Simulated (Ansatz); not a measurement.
# Convergence test, AlNi

Level of theory: Ansatz 0.2.0, DFT PBEsol, scalar-relativistic, plane waves, PAW.

```xyz
2
Lattice="1.9200 -1.9426 -0.0038 1.9512 1.9735 0.0255 0.0174 0.0232 3.1753" Properties=species:S:1:pos:R:3 pbc="T T T"
Al    0.0314    0.0482   -0.0253
Ni    1.9340    0.0164    1.5866
```

```
plane-wave cutoff : 420 eV
occupation rule   : Gaussian smearing, 0.1 eV
spin treatment    : unpolarised
```

The atoms stay fixed while the k-point mesh is varied. ΔE is the energy extrapolated to zero smearing, less that of the reference run (10×10×10). The cell was strained and its atoms displaced at random, so that forces don't vanish. The meshes are Γ-centred. Pressure is positive in compression.

Times are rough; the reference took 16 s on 1 thread of Intel(R) Xeon(R) Platinum 8259CL CPU @ 2.50GHz (Skylake/Cascade Lake), on a shared host, peak memory 0.54 GiB.

**Question.** Tried: 1×1×1, 2×2×2, 4×4×4, 6×6×6, 8×8×6, 10×10×10. From which k-point mesh on does the energy per atom stay within 100, 10 and 1 meV of the reference?

**Answer.** 1×1×1 for 100 meV, 4×4×4 for 10 meV, none but the reference for 1 meV. The reference itself isn't shown to be converged. At 4×4×4, where the energy is within 10 meV, force components already agree to within 0.002 eV/Å, where the largest force is 0.387 eV/Å.

| mesh | ΔE (meV/atom) | P (GPa) | largest change of a force component (eV/Å) | irreducible points | wall time (s) |
| --- | --- | --- | --- | --- | --- |
| 1×1×1 | 53.5 | -6.98 | 0.220 | 1 | 1 |
| 2×2×2 | 19.4 | -0.37 | 0.073 | 8 | 1 |
| 4×4×4 | 7.07 | -3.12 | 0.002 | 36 | 2.3 |
| 6×6×6 | -5.95 | -3.29 | 0.003 | 112 | 4.4 |
| 8×8×6 | -1.13 | -3.23 | 0.001 | 196 | 6.8 |
| 10×10×10 | 0.00 | -3.11 | 0.000 | 504 | 16 |